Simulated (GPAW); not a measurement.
# MgB2 (P6/mmm) in GPAW: reference runs

How does MgB2 come out in PBEsol? The cell is run as given and disturbed.

Program: GPAW 26.7.0. These are calculated values, not measurements. Logs are shortened: lines on timing, memory, paths and dates and some standing lists are left out, and cuts for length are marked. The log counts tension as positive stress, the text compression.

### Step 1. Starting point

The structure is hexagonal, space group P6/mmm (No. 191). Conventional cell: a = 3.085 Å, b = 3.085 Å, c = 3.523 Å, α = 90.00°, β = 90.00°, γ = 120.00°. Around Mg (site symmetry 6/mmm) lie 12 B at 2.51 Å. Around B (site symmetry -6m2) lie 3 B at 1.78 Å.

### Step 2. Single point, PBEsol

The input, run.py:

```python
from ase import Atoms
from ase.dft.bandgap import bandgap
from ase.io import write
from ase.units import Bohr, GPa
from gpaw import GPAW, PW, setup_paths
from gpaw.elf import elf_from_dft_calculation

setup_paths.insert(0, '.')

atoms = Atoms(['Mg', 'B', 'B'],
              cell=[[3.085, 0.0, 0.0],
                    [-1.5425, 2.6716883707, 0.0],
                    [0.0, 0.0, 3.523]],
              scaled_positions=[[0.0, 0.0, 0.0],
                                [0.6666666667, 0.3333333333, 0.5],
                                [0.3333333333, 0.6666666667, 0.5]],
              pbc=True)

calc = GPAW(mode=PW(800),
            xc='PBEsol',
            kpts={'size': (10, 10, 8), 'gamma': True},
            occupations={'name': 'fermi-dirac', 'width': 0.05},
            nbands=17,
            convergence={'density': 1e-05, 'energy': 1e-05},
            maxiter=150,
            txt='gpaw.txt')
atoms.calc = calc
energy = atoms.get_potential_energy()
forces = atoms.get_forces()
stress = atoms.get_stress()
calc.write('gs.gpw')
write('result.traj', atoms)
print(f'Energy: {energy:.6f} eV')
print('Forces (eV/A):')
print(forces.round(4))
print('Stress (GPa):', (stress / GPa).round(3))
print('Fermi level:', round(calc.get_fermi_level(), 4), 'eV')
print(f'Gap: {bandgap(calc)[0]:.4f} eV, direct: {bandgap(calc, direct=True)[0]:.4f} eV')

# fields on the real-space grid
write('density.cube', atoms, data=calc.get_pseudo_density() * Bohr**3)
write('potential.cube', atoms, data=calc.get_electrostatic_potential())
write('elf.cube', atoms, data=elf_from_dft_calculation(calc).data)
```

Potentials or basis: PAW data sets generated in the run's folder for this functional, pw.

The run is started by

```
$ gpaw-setup -f PBEsol B Mg
$ OMP_NUM_THREADS=1 python run.py
```

gpaw.txt:

```text
__  _  _
 | _ |_)|_||  |
 |__||  | ||/\| - 26.7.0

Input parameters:
  mode=PW(ecut=800.0),
  convergence={'density': 1e-05, 'energy': 1e-05},
  kpts=MonkhorstPack(size=(10, 10, 8), gamma=True),
  maxiter=150,
  nbands=17,
  occupations=Occupations(name='fermi-dirac', width=0.05),
  xc=XC(name='PBEsol')

Diagonalizing LCAO Hamiltonian
Converting LCAO to pw mode

         B  B

       Mg

Atoms  # Å, Bohr magnetons
|   | symbol |         x |        y |        z |    initial magnetic moments |
|---|--------|-----------|----------|----------|-----------------------------|
| 0 |     Mg |  0.000000 | 0.000000 | 0.000000 | ( 0.0000,  0.0000,  0.0000) |
| 1 |      B |  1.542500 | 0.890563 | 1.761500 | ( 0.0000,  0.0000,  0.0000) |
| 2 |      B | -0.000000 | 1.781126 | 1.761500 | ( 0.0000,  0.0000,  0.0000) |

Unit cell  # Å
| periodic |         x |        y |        z |  lengths |     angles |
|----------|-----------|----------|----------|----------|------------|
|      yes |  3.085000 | 0.000000 | 0.000000 | 3.085000 |  90.000000 |
|      yes | -1.542500 | 2.671688 | 0.000000 | 3.085000 |  90.000000 |
|      yes |  0.000000 | 0.000000 | 3.523000 | 3.523000 | 120.000000 |

Number of symmetries: 24
Symmetry operations  # r_c * U_cc + t_c -> r_c
|    | kind |            matrix            |
|----|------|------------------------------|
|  0 |  σ   |  1, 1, 0,  0,-1, 0,  0, 0, 1 |
|  1 |  C2  |  1, 1, 0,  0,-1, 0,  0, 0,-1 |
|  2 |  C6  |  1, 1, 0, -1, 0, 0,  0, 0, 1 |
|  3 |  S6  |  1, 1, 0, -1, 0, 0,  0, 0,-1 |
|  4 |  E   |  1, 0, 0,  0, 1, 0,  0, 0, 1 |
|  5 |  σ   |  1, 0, 0,  0, 1, 0,  0, 0,-1 |
|  6 |  σ   |  1, 0, 0, -1,-1, 0,  0, 0, 1 |
|  7 |  C2  |  1, 0, 0, -1,-1, 0,  0, 0,-1 |
|  8 |  σ   |  0, 1, 0,  1, 0, 0,  0, 0, 1 |
|  9 |  C2  |  0, 1, 0,  1, 0, 0,  0, 0,-1 |
| 10 |  C3  |  0, 1, 0, -1,-1, 0,  0, 0, 1 |
| 11 |  S3  |  0, 1, 0, -1,-1, 0,  0, 0,-1 |
| 12 |  C6  |  0,-1, 0,  1, 1, 0,  0, 0, 1 |
| 13 |  S6  |  0,-1, 0,  1, 1, 0,  0, 0,-1 |
| 14 |  σ   |  0,-1, 0, -1, 0, 0,  0, 0, 1 |
| 15 |  C2  |  0,-1, 0, -1, 0, 0,  0, 0,-1 |
| 16 |  σ   | -1, 0, 0,  1, 1, 0,  0, 0, 1 |
| 17 |  C2  | -1, 0, 0,  1, 1, 0,  0, 0,-1 |
| 18 |  C2  | -1, 0, 0,  0,-1, 0,  0, 0, 1 |
| 19 |  i   | -1, 0, 0,  0,-1, 0,  0, 0,-1 |
| 20 |  C3  | -1,-1, 0,  1, 0, 0,  0, 0, 1 |
| 21 |  S3  | -1,-1, 0,  1, 0, 0,  0, 0,-1 |
| 22 |  σ   | -1,-1, 0,  0, 1, 0,  0, 0, 1 |
| 23 |  C2  | -1,-1, 0,  0, 1, 0,  0, 0,-1 |

BZ-sampling:
  Number of BZ points: 800
  Number of IBZ points: 70

  Monkhorst-Pack size: [10, 10, 8]
  Monkhorst-Pack shift: [0.05, 0.05, 0.0625]

K-points  # in reciprocal-cell coordinates
|     |                                coordinates |     weight |
|-----|--------------------------------------------|------------|
|   0 | (  0.00000000,   0.00000000,   0.00000000) | 0.00125000 |
|   1 | (  0.00000000,   0.00000000,   0.12500000) | 0.00250000 |
|   2 | (  0.00000000,   0.00000000,   0.25000000) | 0.00250000 |
|   3 | (  0.00000000,   0.00000000,   0.37500000) | 0.00250000 |
|   4 | (  0.00000000,   0.00000000,   0.50000000) | 0.00125000 |
|   5 | (  0.10000000,   0.00000000,   0.00000000) | 0.00750000 |
|   6 | (  0.10000000,   0.00000000,   0.12500000) | 0.01500000 |
|   7 | (  0.10000000,   0.00000000,   0.25000000) | 0.01500000 |
|   8 | (  0.10000000,   0.00000000,   0.37500000) | 0.01500000 |
|   9 | (  0.10000000,   0.00000000,   0.50000000) | 0.00750000 |
| ... |                                            |            |
|  69 | (  0.50000000,   0.50000000,   0.50000000) | 0.00375000 |

Plane wave coefficients: 1509
Cutoff: 800.0 eV

Spin-components: 1 (collinear spins)
Bands:           17
Projectors:      15
Spin-degeneracy: 2
Datatype:        complex128

Parallelization:
  kpt:    1
  domain: 1
  band:   1

Density:
  Valence electrons: 16.0
  Components: 1
  Grid points: [21 21 24]
  Charge: 0.0  # |e|

Potential:
  Grid points: [21 21 24]

species:
  Mg:
    name:    Magnesium
    Z:       12.0
    valence: 10
    core:    2
    charge:  0.0  # [|e|]
    compensation charges:
      type: gauss
      rc: 0.33  # [Å]
      lmax: 2
    cutoffs:
      filter: 1.86  # [Å]
      core: 0.54  # [Å]
    projectors
    | kind |    occ | energy [eV] | rcut [Å] |
    |------|--------|-------------|----------|
    |   2s |  2.000 |     -79.588 |    1.090 |
    |   3s |  2.000 |      -4.679 |    1.090 |
    |   2p |  6.000 |     -46.550 |    1.085 |
    |   3p |  0.000 |      -1.306 |    1.085 |
    |    d |        |       0.000 |    1.037 |

    Using partial waves for Mg as LCAO basis

  B:
    name:    Boron
    Z:       5.0
    valence: 3
    core:    2
    charge:  0.0  # [|e|]
    compensation charges:
      type: gauss
      rc: 0.20  # [Å]
      lmax: 2
    cutoffs:
      filter: 1.14  # [Å]
      core: 1.42  # [Å]
    projectors
    | kind |    occ | energy [eV] | rcut [Å] |
    |------|--------|-------------|----------|
    |   2s |  2.000 |      -9.361 |    0.635 |
    |   2p |  1.000 |      -3.555 |    0.635 |
    |    s |        |      17.850 |    0.635 |
    |    p |        |      23.657 |    0.635 |
    |    d |        |       0.000 |    0.635 |

    Using partial waves for B as LCAO basis

Reference energy: -6769.400023  # eV

eigensolver:
  PPCG
  Converge bands: occupied
  niter=2

density mixing:
  MSR1-Mixer
  Pratt-step length: 0.05
  Maximum mixing coefficient: 0.75
  Old densities: 10
  SVD Regularization: 0.005
  Good broyden scale: 1.0
  Trust region scale: 1.0
  Backstep threshold: 4.0
  History deletion threshold: 6.0
  Fourier metric: weight=20.0, sigma=0.015

occupation numbers:
  Fermi-Dirac:
    width: 0.0500  # eV

poisson solver:
  ecut: 6400.0  # eV

xc functional:
  name: PBEsol with 2 nearest neighbor stencil

convergence criteria:
- Maximum integral of absolute [dens]ity change: 1e-05 electrons / valence electron
- Maximum [total energy] change in last 3 cyles: 1e-05 eV / valence electron
- Maximum integral of absolute [eigenst]ate change: 4e-08 eV^2 / valence electron
maximum number of iterations: 150

SCF iterations
|iter     | |      energy | eigst |  dens |
|---------|-|-------------|-------|-------|
|iter:   1| |  -17.882955 | +0.05 |       |
|iter:   2| |  -17.611801 | -2.50 | -0.95 |
|iter:   3| |  -16.423923 | -1.40 | -0.99 |
|iter:   4| |  -16.420215 | -3.45 | -1.79 |
|iter:   5| |  -16.421061 | -3.86 | -2.12 |
|iter:   6| |  -16.421091 | -5.49 | -3.06 |
|iter:   7| |  -16.421082c| -6.52 | -3.71 |
|iter:   8| |  -16.421083c| -7.66c| -4.69 |
|iter:   9| |  -16.421083c| -8.38c| -5.17c|

Converged in 9 steps
Energy contributions relative to reference atoms: (reference = -6769.400023)

Energy contributions:
  Kinetic:          10.395990
  Coulomb:          -6.458248
  Zero:             -0.034284
  External:          0.000000
  Xc:              -20.321363
  Entropy:          -0.006357
  Spinorbit:         0.000000
  ----------------------------
  Free energy:     -16.424262
  Extrapolated:    -16.421083

dipole moment: (-2.215101, -3.836667, -5.059189)  # |e|*Ang

Fermi level: 7.197
Eigenvalues  # (at kpt = [0.000, 0.000, 0.000])
| band index |      eig [eV] | occ [0-2] |
|------------|---------------|-----------|
|          0 |       -67.780 |     2.000 |
|          1 |       -34.750 |     2.000 |
|          2 |       -34.750 |     2.000 |
|          3 |       -34.737 |     2.000 |
|          4 |        -5.243 |     2.000 |
|          5 |         4.217 |     2.000 |
|          6 |         7.534 |     0.002 |
|          7 |         7.534 |     0.002 |
|          8 |         8.767 |     0.000 |
|          9 |        13.432 |     0.000 |
|         10 |        13.432 |     0.000 |
|         11 |        15.255 |     0.000 |
|         12 |        17.092 |     0.000 |
|         13 |        19.729 |     0.000 |
|        ... |               |           |
|         16 |        26.184 |     0.000 |

No gap
No difference between direct/indirect transitions

Forces  # eV/Ang
|        x |       y |       z |
|----------|---------|---------|
|  0.00000 | 0.00000 | 0.00000 |  # Mg   0
| -0.00000 | 0.00000 | 0.00000 |  # B    1
| -0.00000 | 0.00000 | 0.00000 |  # B    2

Stress tensor  # eV/Ang^3
|        x |        y |        z |
|----------|----------|----------|
| 0.018918 | 0.000000 | 0.000000 |
| 0.000000 | 0.018918 | 0.000000 |
| 0.000000 | 0.000000 | 0.019502 |

# Writing to gs.gpw (mode='')
```

It took 26 s on 1 thread of Arm Neoverse V2, shared host; peak memory 0.18 GiB.

Results:

```yaml
Free_energy: -16.4243 eV
Pressure: -3.1 GPa
Band_gap_on_the_k_mesh: none (metal or under the smearing width)
```

Levels at points of the mesh, in eV from the Fermi level:
```tsv
k point	band 6	band 7	band 8	band 9	band 10	band 11
(0.00, 0.00, 0.00)	-2.98	0.34	0.34	1.57	6.24	6.24
(0.00, 0.00, 0.50)	-7.49	0.72	0.72	6.57	6.57	7.89
(0.50, 0.50, 0.00)	-7.87	-2.20	0.17	3.02	3.79	5.24
(0.50, 0.50, 0.50)	-6.95	-3.62	-1.91	-1.37	5.63	8.70
```

### Step 3. Single point, PBEsol (atoms moved at random, drawn with an rms of 0.05 Å)

Edit run.py of step 2 so:

```diff
@@ -3,5 +3,4 @@
 from ase.io import write
-from ase.units import Bohr, GPa
+from ase.units import GPa
 from gpaw import GPAW, PW, setup_paths
-from gpaw.elf import elf_from_dft_calculation
 
@@ -13,5 +12,5 @@
                     [0.0, 0.0, 3.523]],
-              scaled_positions=[[0.0, 0.0, 0.0],
-                                [0.6666666667, 0.3333333333, 0.5],
-                                [0.3333333333, 0.6666666667, 0.5]],
+              scaled_positions=[[0.019588, -0.006413, -0.009805],
+                                [0.664408, 0.32161, 0.49171],
+                                [0.336374, 0.666392, 0.509255]],
               pbc=True)
@@ -38,6 +37 @@
 print(f'Gap: {bandgap(calc)[0]:.4f} eV, direct: {bandgap(calc, direct=True)[0]:.4f} eV')
-
-# fields on the real-space grid
-write('density.cube', atoms, data=calc.get_pseudo_density() * Bohr**3)
-write('potential.cube', atoms, data=calc.get_electrostatic_potential())
-write('elf.cube', atoms, data=elf_from_dft_calculation(calc).data)
```

Potentials or basis: PAW data sets generated in the run's folder for this functional, pw.

The run is started by

```
$ gpaw-setup -f PBEsol B Mg
$ OMP_NUM_THREADS=1 python run.py
```

Wall time 2.3 min (1 thread of Arm Neoverse V2, shared host); peak memory 0.44 GiB.

The run converged. Its results:

* Free energy: -16.3914 eV
* Pressure: -2.8 GPa
* Largest force: 0.737 eV/Å
* Band gap on the k mesh: none (metal or under the smearing width)

Forces on the atoms (eV/Å):
```
Mg  -0.285  0.006  0.238
B    0.136  0.151  0.466
B    0.149 -0.158 -0.705
```

Stress tensor (GPa, compression positive):
```
-3.35 -0.01 -0.30
-0.01 -2.37  0.10
-0.30  0.10 -2.62
```

Levels at points of the mesh, in eV from the Fermi level:
| k point | band 6 | band 7 | band 8 | band 9 | band 10 | band 11 |
| --- | --- | --- | --- | --- | --- | --- |
| (0.00, 0.00, 0.00) | -2.98 | 0.16 | 0.53 | 1.55 | 6.00 | 6.46 |
| (0.00, 0.00, 0.50) | -7.49 | 0.52 | 0.92 | 6.32 | 6.81 | 7.84 |
| (0.00, 0.50, 0.00) | -7.95 | -2.14 | 0.27 | 2.80 | 3.83 | 5.28 |
| (0.00, 0.50, 0.50) | -7.03 | -3.56 | -1.84 | -1.47 | 5.66 | 8.57 |
| (0.50, 0.00, 0.00) | -7.83 | -2.23 | 0.12 | 3.05 | 3.78 | 5.27 |
| (0.50, 0.00, 0.50) | -6.91 | -3.65 | -1.93 | -1.33 | 5.61 | 8.59 |
| (0.50, 0.50, 0.00) | -7.83 | -2.23 | 0.11 | 3.07 | 3.77 | 5.27 |
| (0.50, 0.50, 0.50) | -6.90 | -3.65 | -1.94 | -1.32 | 5.60 | 8.59 |
